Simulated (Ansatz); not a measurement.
Write the native input for Ansatz 0.2.0 that does the following.

```
Task                                : band structure
Functional                          : PBEsol
Potentials or basis                 : Ansatz PAW
Cutoff                              : 420 eV (not typed: the program's choice for these potentials)
k mesh                              : 6 × 6 × 8
Occupations                         : fermi-dirac, width 0.05 eV
Spin                                : spin-orbit coupling, no magnetisation
Path                                : [["G", "X", "M", "G", "Z", "R", "A", "Z"], ["X", "R"], ["M", "A"]]
Points for each segment of the path : 14
```

Crystal: SnO2 (Cassiterite).

```
Sn O
1.0
     4.73800    0.00000    0.00000
     0.00000    4.73800    0.00000
     0.00000    0.00000    3.18650
Sn O
2 4
Cartesian
  2.3690 2.3690 1.5933
  0.0000 0.0000 0.0000
  3.8240 0.9140 1.5933
  3.2830 3.2830 0.0000
  0.9140 3.8240 1.5933
  1.4550 1.4550 0.0000
```

The input as run:

input.yaml

```yaml
crystal:
  lattice:
    - [4.738, 0.0, 0.0]
    - [0.0, 4.738, 0.0]
    - [0.0, 0.0, 3.1865]
  atoms:
    - { symbol: Sn, position: [0.5, 0.5, 0.5] }
    - { symbol: Sn, position: [0.0, 0.0, 0.0] }
    - { symbol: O, position: [0.8071, 0.1929, 0.5] }
    - { symbol: O, position: [0.6929, 0.6929, 0.0] }
    - { symbol: O, position: [0.1929, 0.8071, 0.5] }
    - { symbol: O, position: [0.3071, 0.3071, 0.0] }
hamiltonian:
  xc: pbesol
  pseudopotentials: { kind: paw_fr }
magnetization:
  noncollinear: true
  spin_orbit: true
kpoints:
  mp_grid: { grid: [6, 6, 8] }
  band_path:
    path:
      - [[0.0, 0.0, 0.0], [0.0, 0.5, 0.0], [0.5, 0.5, 0.0], [0.0, 0.0, 0.0], [0.0, 0.0, 0.5], [0.0, 0.5, 0.5], [0.5, 0.5, 0.5], [0.0, 0.0, 0.5]]
      - [[0.0, 0.5, 0.0], [0.0, 0.5, 0.5]]
      - [[0.5, 0.5, 0.0], [0.5, 0.5, 0.5]]
    npoints: 14
scf:
  occupations: { method: fermi_dirac, width: 0.05 }
  n_extra_bands: 15
output:
  forces: true
  stress: true
  eigenvalues: true
  fatbands: false
```

Potentials or basis: Ansatz PAW.

Launch:

```sh
$ ansatz run input.yaml --threads 2 --pin off --max-ram 5632MiB --backend cpu --events-out ev --progress --plain --runs-dir out
```

It gave:

| Quantity | Value |
| --- | --- |
| Pressure | 4.6 GPa |
| Largest force | 0.208 eV/Å |
| Band gap on the k mesh | 1.19 eV, direct |
| Band gap along the path | 1.19 eV, direct |

Caveat: the pressure holds a Pulay correction of +0.9 GPa for the finite cutoff; the PAW data sets come from PBE, with cores solved anew for the run's functional, which leaves a small shift of forces and pressure.

Run time: 76 s on 2 threads of Intel(R) Xeon(R) Platinum 8259CL CPU @ 2.50GHz (Skylake/Cascade Lake), with other jobs on the host, peak memory 0.89 GiB.
